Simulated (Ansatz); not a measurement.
**FeCo$_{3}$: pressure against volume**

FeCo$_{3}$, Pm-3m, a = 3.537 Å. The structure is a Materials Project entry; whether it is the stable form wasn't checked. Ansatz: r2SCAN, PAW, 500 eV, Γ-centred 12×12×12 mesh on 4 atoms, Gaussian smearing 0.10 eV; collinear spin, largest moment 2.9 μB. Symmetry fixes shape and atoms, so the cell is only scaled; pressure is positive in compression.

| V (Å³/atom) | P (GPa) |
| --- | --- |
| 9.736 | 34.78 |
| 10.067 | 23.36 |
| 10.399 | 13.94 |
| 10.731 | 6.43 |
| 11.063 | 0.00 |
| 11.395 | -5.69 |
| 11.727 | -10.49 |
| 12.169 | ? |

Problem. Take V0 = 11.063 Å³/atom, fit the third-order Birch–Murnaghan form to the other rows, and predict the missing pressure.

Solution. With the Eulerian strain f = ½[(V0/V)^(2/3) − 1] and y = P/[3f(1 + 2f)^(5/2)], the form is the line y = B0 + 1.5 B0 (B0′ − 4) f. Rows (f, y): 0.04446, 210.7; 0.03246, 205.0; 0.02106, 199.0; 0.01026, 198.6; -0.00976, 204.1; -0.01906, 202.2. Means f = 0.01324, y = 203.27; Σ(Δf)² = 0.002986, ΣΔfΔy = 0.2612; the slope is their ratio. y = 202.1 + 87.47 f GPa, so B0 = 202.1 GPa and B0′ = 4 + 2 × (87.47)/(3 × 202.1) = 4.29. At V = 12.169, f = -0.03077, y = 199.41 and P = -15.70 GPa. The run gave -15.71 GPa, so the fit is 0.01 GPa too high, within the rms miss on the fitted rows (0.36 GPa). The form still works here, 22 % of the fitted range beyond its end. With a term in f² added B0′ becomes 3.66, so this figure hangs on the form.

The state reached may not be the lowest one. Only parallel moments were tried here.